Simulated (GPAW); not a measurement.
Write an ASE script for GPAW 26.7.0 that does the following.

| Quantity | Value |
| --- | --- |
| Task | equation of state |
| Functional | PBEsol |
| Potentials or basis | PAW data sets generated in the run's folder for this functional |
| Cutoff | 600 eV |
| Basis | pw |
| k mesh | 5 × 5 × 5 |
| Occupations | fermi-dirac, width 0.05 eV |
| Spin | no spin polarisation |
| Maxiter | 150 |
| Eos scales | [0.94, 0.96, 0.98, 1.0, 1.02, 1.04, 1.06] |

The system is ZnS2.

```
Zn S
1.0
     5.94543    0.00000    0.00000
     0.00000    5.94543    0.00000
     0.00000    0.00000    5.94543
Zn S
4 8
Cartesian
  0.0000 0.0000 0.0000
  0.0000 2.9727 2.9727
  2.9727 0.0000 2.9727
  2.9727 2.9727 0.0000
  2.3767 2.3767 2.3767
  3.5687 5.3494 0.5960
  0.5960 3.5687 5.3494
  5.3494 0.5960 3.5687
  3.5687 3.5687 3.5687
  2.3767 0.5960 5.3494
  5.3494 2.3767 0.5960
  0.5960 5.3494 2.3767
```

The cell comes from a database or a generator and needn't be the stable form of this composition.

These files were run (other wordings do the same):

run.py

```python
from ase import Atoms
from ase.eos import EquationOfState
from ase.io import Trajectory
from ase.units import GPa
from gpaw import GPAW, PW, setup_paths

setup_paths.insert(0, '.')

atoms = Atoms(['Zn', 'Zn', 'Zn', 'Zn', 'S', 'S', 'S', 'S', 'S', 'S', 'S', 'S'],
              cell=[[5.94543046, 0.0, 0.0],
                    [0.0, 5.94543046, 0.0],
                    [0.0, 0.0, 5.94543046]],
              scaled_positions=[[0.0, 0.0, 0.0],
                                [0.0, 0.5, 0.5],
                                [0.5, 0.0, 0.5],
                                [0.5, 0.5, 0.0],
                                [0.39975361, 0.39975361, 0.39975361],
                                [0.60024639, 0.89975361, 0.10024639],
                                [0.10024639, 0.60024639, 0.89975361],
                                [0.89975361, 0.10024639, 0.60024639],
                                [0.60024639, 0.60024639, 0.60024639],
                                [0.39975361, 0.10024639, 0.89975361],
                                [0.89975361, 0.39975361, 0.10024639],
                                [0.10024639, 0.89975361, 0.39975361]],
              pbc=True)

traj = Trajectory('eos.traj', 'w')
volumes, energies = [], []
for x in [0.94, 0.96, 0.98, 1.0, 1.02, 1.04, 1.06]:
    a = atoms.copy()
    a.set_cell(atoms.cell * x**(1 / 3), scale_atoms=True)
    calc = GPAW(mode=PW(600),
                xc='PBEsol',
                kpts={'size': (5, 5, 5), 'gamma': True},
                occupations={'name': 'fermi-dirac', 'width': 0.05},
                nbands=76,
                convergence={'density': 1e-05, 'energy': 1e-05},
                maxiter=150,
                txt=f'eos-{x:.2f}.txt')
    a.calc = calc
    energies.append(a.get_potential_energy(force_consistent=True))
    volumes.append(a.get_volume())
    p = -a.get_stress()[:3].mean() / GPa
    calc.write(f'eos-{x:.2f}.gpw')
    traj.write(a)
    print(f'{x:.2f} {volumes[-1]:10.4f} A^3 {energies[-1]:14.6f} eV {p:9.3f} GPa', flush=True)

v0, e0, B = EquationOfState(volumes, energies, eos='birchmurnaghan').fit()
print(f'V0 = {v0:.4f} A^3, E0 = {e0:.6f} eV, B0 = {B / GPa:.2f} GPa')
```

Potentials or basis: PAW data sets generated in the run's folder for this functional, pw.

Run with:

```sh
$ gpaw-setup -f PBEsol S Zn
$ OMP_NUM_THREADS=1 python run.py
```

It gave:

```yaml
Equilibrium_volume: 17.15 Å³/atom
Bulk_modulus_at_fixed_shape_and_positions: 90 GPa
Pressure_derivative_of_the_bulk_modulus: 4.5
```

Caveat: the cell was scaled at fixed shape and fractional positions, which overstates the stiffness of a crystal with free parameters, most of all of layers and chains.

Run time: 32 min on 1 thread of AMD EPYC 7R43 64-Core Processor (Zen 3) (shared host), peak memory 0.57 GiB.
